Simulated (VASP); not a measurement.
Wanted: the native input for a VASP 6.6.1 run.

| Item | Value |
| --- | --- |
| Task | single point |
| Functional | PBE |
| Potentials or basis | VASP PAW PBE potentials, release 64 (K_sv, Mg, F) |
| Cutoff | 520 eV |
| k mesh | 6 × 6 × 6 |
| Occupations | gaussian, width 0.02 eV |
| Spin | no spin polarisation |
| Dipole correction | no |
| Further INCAR settings | ALGO = Normal; EDIFF = 1e-06; NBANDS = 24 |

The structure of KMgF3 lies in POSCAR:

```
KMgF3
1.0
    4.0538823376      0.0000000000      0.0000000000
    0.0000000000      4.0538823376      0.0000000000
    0.0000000000      0.0000000000      4.0538823376
K Mg F
1 1 3
Direct
    0.5000000000      0.5000000000      0.5000000000
    0.0000000000      0.0000000000      0.0000000000
    0.0000000000      0.5000000000      0.0000000000
    0.0000000000      0.0000000000      0.5000000000
    0.5000000000      0.0000000000      0.0000000000
```

The cell is a database's computed one.

The input as run:

INCAR

```
SYSTEM = KMgF3
PREC = Accurate
ENCUT = 520
EDIFF = 1E-6
ISMEAR = 0
SIGMA = 0.02
LREAL = .FALSE.
LASPH = .TRUE.
NELM = 100
ALGO = Normal
ISIF = 2
LWAVE = .FALSE.
LCHARG = .TRUE.
GGA = PE
LELF = .TRUE.
LVHAR = .TRUE.
NBANDS = 24
```

KPOINTS

```
regular mesh
0
G
  6 6 6
  0 0 0
```

Potentials or basis: VASP PAW PBE potentials, release 64 (K_sv, Mg, F).

Launch:

```console
$ cat potpaw_PBE.64/K_sv/POTCAR potpaw_PBE.64/Mg/POTCAR potpaw_PBE.64/F/POTCAR > POTCAR
$ mpirun -np 1 vasp_std > vasp.out
```

Results of the run:

* Pressure: -0.4 GPa
* Band gap on the k mesh: 6.93 eV, indirect (least direct gap 7.25 eV)

Wall time 36 s on 1 thread of Intel(R) Xeon(R) Platinum 8488C (Sapphire Rapids), with other jobs on the host, peak memory 0.18 GiB.
